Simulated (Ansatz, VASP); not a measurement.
## Two plane-wave programs on Pt

INCAR

```
PREC     = Accurate       # precision mode
ENCUT    = 520            # plane-wave cutoff, eV
EDIFF    = 1E-6           # SCF threshold, eV
ISMEAR   = 0              # smearing method
SIGMA    = 0.15           # smearing width, eV
LREAL    = F              # projectors in reciprocal space
LASPH    = T              # aspherical terms in the spheres
NELM     = 60             # most SCF steps
ALGO     = Fast           # electronic algorithm
ISIF     = 2              # what is computed and relaxed
LWAVE    = F              # write WAVECAR
LCHARG   = F              # write CHGCAR
GGA      = PE             # functional
NBANDS   = 17             # bands
```

File KPOINTS:

```
Automatic mesh
0
Gamma
  18 18 10
```

POSCAR

```
Pt
1.0
    2.9516000000      0.0000000000      0.0000000000
   -1.4758000000      2.5561605818      0.0000000000
    0.0000000000      0.0000000000      4.5423000000
Pt
2
Direct
    0.6666666667      0.3333333333      0.7500000000
    0.3333333333      0.6666666667      0.2500000000
```

Input for Ansatz:

```yaml
crystal:
  lattice:
    - [2.9516, 0.0, 0.0]
    - [-1.4758, 2.5561605818, 0.0]
    - [0.0, 0.0, 4.5423]
  atoms:
    - { symbol: Pt, position: [0.6666666667, 0.3333333333, 0.75] }
    - { symbol: Pt, position: [0.3333333333, 0.6666666667, 0.25] }
basis:
  ecutwfc: 420
kpoints:
  mp_grid: { grid: [18, 18, 10] }
hamiltonian:
  xc: pbe
scf:
  occupations: { method: gaussian, width: 0.15 }
output:
  forces: true
  stress: true
  eigenvalues: true
```

Alike in both runs: task single point; functional PBE; k mesh 18 × 18 × 10; occupations gaussian, width 0.15 eV; no spin polarisation.

```csv
,VASP,Ansatz
version,VASP 6.6.1,Ansatz 0.2.0
potentials or method,"VASP PAW PBE potentials, release 64 (Pt)","scalar-relativistic, plane waves, PAW"
plane-wave cutoff (eV),520,420
valence electrons in the cell,20,36
```

Ansatz gave:

```
gap on the k mesh at the Fermi level (eV)       : none
pressure (GPa)                                  : -15.2
largest component of the traceless stress (GPa) : 3.76
```

What did VASP give for the same quantities?

gap on the k mesh at the Fermi level (eV): none; pressure (GPa): -15.5; largest component of the traceless stress (GPa): 3.76.

A gap of «none» marks a metal or a gap that the smearing closes. The two sets of potentials don't hold the same shells in valence.

Caveats: so large a pressure means that the cell lies far from this level's equilibrium, or that cutoff or potentials fall short (VASP). The runs have no spin-orbit coupling, so splittings on Pt are missing.
